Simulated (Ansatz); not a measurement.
# Si2W (I4/mmm) in Ansatz: a series of runs

The runs below take Si2W through single point, equation of state, with PBEsol.

All numbers are computed with Ansatz 0.2.0; they aren't measurements. Logs are shortened: lines on timing, memory, paths and dates and some standing lists are left out, and cuts for length are marked.

**1. The crystal as given**

It takes space group I4/mmm (No. 139, tetragonal). Conventional cell: a = 3.214 Å, b = 3.214 Å, c = 7.830 Å, α = 90.00°, β = 90.00°, γ = 90.00°. W (site symmetry 4/mmm) has 10 Si at 2.62 Å as nearest neighbours. Around Si (site symmetry 4mm) lie 5 Si at 2.59 to 2.63 Å and 5 W at 2.62 Å.

**2. Single point, PBEsol, 12.67 Å³/atom (volume scaled by 0.94)**

Contents of input.yaml:

```yaml
crystal:
  lattice:
    - [-1.5740969181, 1.5740969181, 3.8350306363]
    - [1.5740969181, -1.5740969181, 3.8350306363]
    - [1.5740969181, 1.5740969181, -3.8350306363]
  atoms:
    - { symbol: W, position: [0.0, 0.0, 0.0] }
    - { symbol: Si, position: [0.6653, 0.6653, 0.0] }
    - { symbol: Si, position: [0.3347, 0.3347, 0.0] }
kpoints:
  mp_grid: { grid: [12, 12, 12] }
scf:
  occupations: { method: fermi_dirac, width: 0.05 }
hamiltonian:
  xc: pbesol
  pseudopotentials: { kind: all_electron, lapw: { basis_error: 0.002 } }
output:
  forces: true
  stress: true
  eigenvalues: true
```

Potentials or basis: all-electron LAPW, scalar-relativistic.

Started as:

```sh
> ansatz run input.yaml --threads 2 --pin off --max-ram 6144MiB --backend cpu --events-out ev --progress --plain --runs-dir out
```

Log:

```text
Warning: RAYON_NUM_THREADS=2 ignored (pool sized by the plan → 2); use --threads N
LAPW: plane waves up to 7.781 Å⁻¹, error target 2.0e-3 eV per atom; small_component_spin mean_spin; Si in spheres of 1.118 Å, 12 of its electrons in bands, Dirac shells []; W in spheres of 1.444 Å, 38 of its electrons in bands, Dirac shells [] (how accurate: hamiltonian.pseudopotentials.lapw.basis_error, Limitations)
Engine: ansatz 0.2.0, x86_64-unknown-linux-gnu
Pseudopotentials: kind: all_electron
Pseudopotential: W, LAPW, valence charge 38, lapw/all_electron/scalar/gaussian/W, Koelling and Harmon's equation, gaussian nucleus
Pseudopotential: Si, LAPW, valence charge 12, lapw/all_electron/scalar/gaussian/Si, Koelling and Harmon's equation, gaussian nucleus
Functional definition: PBEsol
  exchange = pbesol_x
  correlation = pbesol_c
Crystal: 3 atoms, lattice volume = 38.009 Å³
Basis set: ecut = 230.69785330644754 eV, 309 PW (Γ), FFT grids on a1+a3, a2+a3, a3, exchange–correlation at level 2
Bands: 38, of which v1, the nominal top of the filled ones, is band 31 counted from 1 (30 counted from 0)
Symmetry: 16 space group operations
Space group: I4/mmm (ITA 139), of the structure as read, at distance tolerance 3.4e-5 Å
k-points: 163 of 1728
Non-local potential: W, projectors of the file, none
Non-local potential: Si, projectors of the file, none
Initial density: superposition of atomic densities (chi_scale 0.1, normalization cell, long waves kept (reshape's long-wave potential 0.00 eV rms))
Initial wavefunctions: plane waves of lowest kinetic energy (no species holds an atomic orbital)
Functional: x = pbesol(κ = 0.804, μ = 0.12345679012345678), c = pbesol(β = 0.046)
iter 1 solved again at ethr=3.58e-4 eV; its pass at ethr=1.00e-1 eV (dr2=2.22e-1 eV) is discarded
SCF iter   1: F=—  HF=-454831.370826 eV  |F-HF|=—  |Δ(HF+E_count)|=         —  Δρ=2.82e-2  dr2=2.22e-1  ethr=3.58e-4  ⟨swp⟩=2.7  Hψ=40329  notcnv=0
preconditioner: auto → Kerker (q_TF=auto, 2.960 Å⁻¹)  [metal: Δε(μ)=0.107 eV  Ē_g=21.164 eV  σ=0.050 eV  W_gap=0.46  n_scr=14 (ndim 8)  ℏωp=31.9 eV  f_vac=0.000  D(μ)=0.20/eV (n_scr^D=0)]
SCF iter   2: F=—  HF=-454831.249028 eV  |F-HF|=—  |Δ(HF+E_count)|=   1.22e-1  Δρ=2.11e-2  dr2=2.37e-1  ethr=3.58e-4  ⟨swp⟩=2.0  Hψ=18411  notcnv=0
SCF iter   3: F=—  HF=-454831.189299 eV  |F-HF|=—  |Δ(HF+E_count)|=   5.97e-2  Δρ=1.12e-2  dr2=5.07e-2  ethr=3.58e-4  ⟨swp⟩=2.0  Hψ=18183  notcnv=0
SCF iter   4: F=—  HF=-454831.169624 eV  |F-HF|=—  |Δ(HF+E_count)|=   1.97e-2  Δρ=4.07e-3  dr2=9.58e-3  ethr=8.17e-5  ⟨swp⟩=2.0  Hψ=17436  notcnv=0
iter 5 solved again at ethr=1.10e-6 eV; its pass at ethr=1.55e-5 eV (dr2=6.85e-4 eV) is discarded
SCF iter   5: F=—  HF=-454831.169438 eV  |F-HF|=—  |Δ(HF+E_count)|=         —  Δρ=9.19e-4  dr2=6.84e-4  ethr=1.10e-6  ⟨swp⟩=2.0  Hψ=29883  notcnv=0
the basis was enlarged: its passes take 308.0 KiB over the memory plan, 2 of 2 planned eigensolver slots
SCF iter   6: F=—  HF=-454831.167701 eV  |F-HF|=—  |Δ(HF+E_count)|=   1.74e-3  Δρ=4.07e-4  dr2=6.45e-5  ethr=1.10e-6  ⟨swp⟩=2.0  Hψ=17297  notcnv=0
SCF iter   7: F=—  HF=-454831.167689 eV  |F-HF|=—  |Δ(HF+E_count)|=   1.21e-5  Δρ=1.95e-4  dr2=2.25e-5  ethr=1.04e-7  ⟨swp⟩=2.0  Hψ=17291  notcnv=0
SCF iter   8: F=—  HF=-454831.167685 eV  |F-HF|=—  |Δ(HF+E_count)|=   3.63e-6  Δρ=4.04e-5  dr2=7.21e-7  ethr=3.63e-8  ⟨swp⟩=2.0  Hψ=17291  notcnv=0
SCF iter   9: F=-454831.167685 eV  HF=-454831.167685 eV  |F-HF|=2.21e-8  |Δ(HF+E_count)|=   5.50e-8  Δρ=1.25e-5  dr2=5.60e-8  ethr=1.16e-9  ⟨swp⟩=2.0  Hψ=17293  notcnv=0
SCF 1 converged in 9 iterations: F = -454831.167685 eV  dr2 = 5.60e-8
SCF converged after 9 iterations
Free energy (F): -454831.167685 eV
Harris-Foulkes:  -454831.167685 eV  (|F-HF|=2.21e-8)
Internal energy: -454831.165914 eV  (E = F + TS)
E sigma→0 (E₀):  -454831.166800 eV
Entropy (-TS):   -0.001771 eV (-0.590 meV/atom)
Fermi energy:    21.899114 eV
--- Per-component energies (eV) ---
  E_band       = -3429.786777
  E_kinetic    = 507502.682404
  E_xc         = -9818.286289
  E_electrostatic = -952515.562029  (all electrons and nuclei)
  E_smearing   = -0.001771  (= −TS)
  E_closure    = 0.000000  (closes the sum)
  E_atoms      = -454806.133930  (free atoms, spherical and without spin; not in F)
  Σ components = -454831.167685   (vs F -454831.167685, Δ=0.00e0)
  Basis errors (estimates in eV, not in F): energy 6.6e-4 per atom: plane waves 5.7e-4 (3.0e-4 summed), levels above the bands 9.5e-74, relativity 3.7e-8, radial functions 8.4e-5, core shells 5.1e-7; eigenvalues (radial functions only) 4.2e-6; not estimated: angular momenta, meshes, grids; target (lapw.basis_error) 2.0e-3; muffin-tin radii Si 1.118 Å, W 1.444 Å
--- Forces (eV/Å), atoms counted from 1 ---
  atom   1  W      0.00000000     0.00000000    -0.00000000
  atom   2  Si     0.00000000     0.00000000     0.19297339
  atom   3  Si     0.00000000     0.00000000    -0.19297339
  max |Σ_I F_I| component: 8.33e-17 eV/Å
--- Stress (GPa, compression-positive) ---
       13.058946      -0.000000       0.000000
       -0.000000      13.058946      -0.000000
        0.000000      -0.000000      15.890218
  P = ⅓ Tr σ = 14.0027 GPa (140.027 kbar)
--- Band table (eV; the first three rows and the last of 163) ---
  k-point 0: bands = ["-210.6558", "-210.6189", "-210.6146", "-210.5948", "-210.5948", "-112.1687", "-112.1661", "-68.4541", "-68.4541", "-68.4482", "-68.4482", "-68.4447", "-68.4347", "-51.7705", "-16.1316", "-16.0726", "-16.0726", "-6.0214", "-6.0214", "-5.9866", "-5.9826", "-5.9676", "-5.9676", "-5.9593", "7.2841", "14.6021", "18.2032", "18.2425", "18.8542", "18.8542", "22.5234", "24.5709", "25.0454", "25.1445", "25.1445", "26.8370", "28.0009", "28.0009"]
  k-point 1: bands = ["-210.6558", "-210.6189", "-210.6146", "-210.5948", "-210.5948", "-112.1686", "-112.1661", "-68.4542", "-68.4537", "-68.4490", "-68.4482", "-68.4443", "-68.4347", "-51.7690", "-16.1280", "-16.0912", "-16.0887", "-6.0217", "-6.0216", "-5.9860", "-5.9823", "-5.9679", "-5.9678", "-5.9596", "7.5230", "14.8195", "17.4763", "18.2549", "18.2734", "19.6446", "21.4175", "24.7565", "25.3051", "25.3232", "25.3925", "26.8125", "28.1725", "28.6405"]
  k-point 2: bands = ["-210.6558", "-210.6189", "-210.6146", "-210.5948", "-210.5948", "-112.1684", "-112.1663", "-68.4544", "-68.4527", "-68.4508", "-68.4482", "-68.4436", "-68.4349", "-51.7652", "-16.1400", "-16.1325", "-16.1182", "-6.0223", "-6.0220", "-5.9845", "-5.9812", "-5.9686", "-5.9682", "-5.9603", "8.2133", "15.3691", "16.7226", "17.0920", "18.4959", "19.5603", "20.1764", "24.7604", "25.7184", "25.8409", "26.2704", "26.3358", "29.3031", "29.5893"]
  k-point 162: bands = ["-210.6558", "-210.6189", "-210.6146", "-210.5948", "-210.5948", "-112.1680", "-112.1667", "-68.4546", "-68.4546", "-68.4477", "-68.4477", "-68.4409", "-68.4385", "-51.7701", "-16.1564", "-16.0743", "-16.0743", "-6.0215", "-6.0215", "-5.9863", "-5.9822", "-5.9680", "-5.9680", "-5.9595", "9.7242", "10.4364", "17.6332", "19.1078", "21.0616", "21.0616", "21.3252", "21.3252", "22.7255", "26.6678", "27.5021", "28.0580", "30.0888", "30.6437"]
```

It took 7.9 s on 2 threads of AMD EPYC 9R45 (Zen 5), shared host; peak memory 0.7 GiB.

What came out:

```
Free energy            : -454831.1677 eV
Pressure               : 14.0 GPa
Largest force          : 0.193 eV/Å
Band gap on the k mesh : none (metal or under the smearing width)
```

**3. Single point, PBEsol, 12.94 Å³/atom (volume scaled by 0.96)**

Edit input.yaml of step 2 so:

```diff
@@ -2,5 +2,5 @@
   lattice:
-    - [-1.5740969181, 1.5740969181, 3.8350306363]
-    - [1.5740969181, -1.5740969181, 3.8350306363]
-    - [1.5740969181, 1.5740969181, -3.8350306363]
+    - [-1.5851824729, 1.5851824729, 3.8620387842]
+    - [1.5851824729, -1.5851824729, 3.8620387842]
+    - [1.5851824729, 1.5851824729, -3.8620387842]
   atoms:
```

Potentials or basis: all-electron LAPW, scalar-relativistic.

Started as:

```sh
> ansatz run input.yaml --threads 2 --pin off --max-ram 6144MiB --backend cpu --events-out ev --progress --plain --runs-dir out
```

Run time: 7.8 s. Hardware: 2 threads of AMD EPYC 9R45 (Zen 5), shared host; peak memory 0.71 GiB.

The run converged. Its results:

```
Free energy            : -454831.2231 eV
Pressure               : 8.1 GPa
Largest force          : 0.131 eV/Å
Band gap on the k mesh : none (metal or under the smearing width)
```

**4. Single point, PBEsol, 13.21 Å³/atom (volume scaled by 0.98)**

Edit input.yaml of step 3 so:

```diff
@@ -2,5 +2,5 @@
   lattice:
-    - [-1.5851824729, 1.5851824729, 3.8620387842]
-    - [1.5851824729, -1.5851824729, 3.8620387842]
-    - [1.5851824729, 1.5851824729, -3.8620387842]
+    - [-1.5961151113, 1.5961151113, 3.8886743761]
+    - [1.5961151113, -1.5961151113, 3.8886743761]
+    - [1.5961151113, 1.5961151113, -3.8886743761]
   atoms:
```

Started as:

```sh
> ansatz run input.yaml --threads 2 --pin off --max-ram 6144MiB --backend cpu --events-out ev --progress --plain --runs-dir out
```

It took 7.5 s on 2 threads of AMD EPYC 9R45 (Zen 5), shared host; peak memory 0.71 GiB.

The run converged. Its results:

* Free energy: -454831.2502 eV
* Pressure: 2.8 GPa
* Largest force: 0.074 eV/Å
* Band gap on the k mesh: none (metal or under the smearing width)

**5. Single point, PBEsol, 13.48 Å³/atom**

Edit input.yaml of step 4 so:

```diff
@@ -2,5 +2,5 @@
   lattice:
-    - [-1.5961151113, 1.5961151113, 3.8886743761]
-    - [1.5961151113, -1.5961151113, 3.8886743761]
-    - [1.5961151113, 1.5961151113, -3.8886743761]
+    - [-1.6069, 1.6069, 3.91495]
+    - [1.6069, -1.6069, 3.91495]
+    - [1.6069, 1.6069, -3.91495]
   atoms:
```

Started as:

```sh
> ansatz run input.yaml --threads 2 --pin off --max-ram 6144MiB --backend cpu --events-out ev --progress --plain --runs-dir out
```

It took 7.7 s on 2 threads of AMD EPYC 9R45 (Zen 5), shared host; peak memory 0.71 GiB.

It converged, with:

- Free energy: -454831.2519 eV
- Pressure: -2.0 GPa
- Largest force: 0.019 eV/Å
- Band gap on the k mesh: none (metal or under the smearing width)

**6. Single point, PBEsol, 13.75 Å³/atom (volume scaled by 1.02)**

Edit input.yaml of step 5 so:

```diff
@@ -2,5 +2,5 @@
   lattice:
-    - [-1.6069, 1.6069, 3.91495]
-    - [1.6069, -1.6069, 3.91495]
-    - [1.6069, 1.6069, -3.91495]
+    - [-1.617542032, 1.617542032, 3.9408775768]
+    - [1.617542032, -1.617542032, 3.9408775768]
+    - [1.617542032, 1.617542032, -3.9408775768]
   atoms:
```

Potentials or basis: all-electron LAPW, scalar-relativistic.

Started as:

```sh
> ansatz run input.yaml --threads 2 --pin off --max-ram 6144MiB --backend cpu --events-out ev --progress --plain --runs-dir out
```

Wall time 7.6 s (2 threads of AMD EPYC 9R45 (Zen 5), shared host); peak memory 0.71 GiB.

Results (log left out):

| Quantity | Value |
| --- | --- |
| Free energy | -454831.2308 eV |
| Pressure | -6.3 GPa |
| Largest force | 0.031 eV/Å |
| Band gap on the k mesh | none (metal or under the smearing width) |

**7. Single point, PBEsol, 14.02 Å³/atom (volume scaled by 1.04)**

Edit input.yaml of step 6 so:

```diff
@@ -2,5 +2,5 @@
   lattice:
-    - [-1.617542032, 1.617542032, 3.9408775768]
-    - [1.617542032, -1.617542032, 3.9408775768]
-    - [1.617542032, 1.617542032, -3.9408775768]
+    - [-1.628045846, 1.628045846, 3.966468408]
+    - [1.628045846, -1.628045846, 3.966468408]
+    - [1.628045846, 1.628045846, -3.966468408]
   atoms:
```

Started as:

```sh
> ansatz run input.yaml --threads 2 --pin off --max-ram 6144MiB --backend cpu --events-out ev --progress --plain --runs-dir out
```

Run time: 7.6 s. Hardware: 2 threads of AMD EPYC 9R45 (Zen 5), shared host; peak memory 0.71 GiB.

The run converged. Its results:

```yaml
Free_energy: -454831.1892 eV
Pressure: -10.1 GPa
Largest_force: 0.079 eV/Å
Band_gap_on_the_k_mesh: none (metal or under the smearing width)
```

**8. Single point, PBEsol, 14.29 Å³/atom (volume scaled by 1.06)**

Edit input.yaml of step 7 so:

```diff
@@ -2,5 +2,5 @@
   lattice:
-    - [-1.628045846, 1.628045846, 3.966468408]
-    - [1.628045846, -1.628045846, 3.966468408]
-    - [1.628045846, 1.628045846, -3.966468408]
+    - [-1.6384158444, 1.6384158444, 3.9917332191]
+    - [1.6384158444, -1.6384158444, 3.9917332191]
+    - [1.6384158444, 1.6384158444, -3.9917332191]
   atoms:
```

Started as:

```sh
> ansatz run input.yaml --threads 2 --pin off --max-ram 6144MiB --backend cpu --events-out ev --progress --plain --runs-dir out
```

Run time: 7.6 s. Hardware: 2 threads of AMD EPYC 9R45 (Zen 5), shared host; peak memory 0.7 GiB.

It converged, with:

```yaml
Free_energy: -454831.1293 eV
Pressure: -13.5 GPa
Largest_force: 0.124 eV/Å
Band_gap_on_the_k_mesh: none (metal or under the smearing width)
```

**9. Equation of state, PBEsol**

Potentials or basis: all-electron LAPW, scalar-relativistic.

This step only gathers the single runs of the series.

Results:

| Quantity | Value |
| --- | --- |
| Equilibrium volume | 13.36 Å³/atom |
| Bulk modulus at fixed shape and positions | 234 GPa |
| Pressure derivative of the bulk modulus | 4.4 |

Energy against volume, from the lowest point:
| volume (Å³/atom) | energy (meV/atom) |
| --- | --- |
| 12.670 | 28.08 |
| 12.939 | 9.61 |
| 13.209 | 0.57 |
| 13.479 | 0.00 |
| 13.748 | 7.04 |
| 14.018 | 20.90 |
| 14.287 | 40.88 |

Caveat: the cell was scaled at fixed shape and fractional positions, which overstates the stiffness of a crystal with free parameters, most of all of layers and chains. The run has no spin-orbit coupling, so splittings on W are missing.
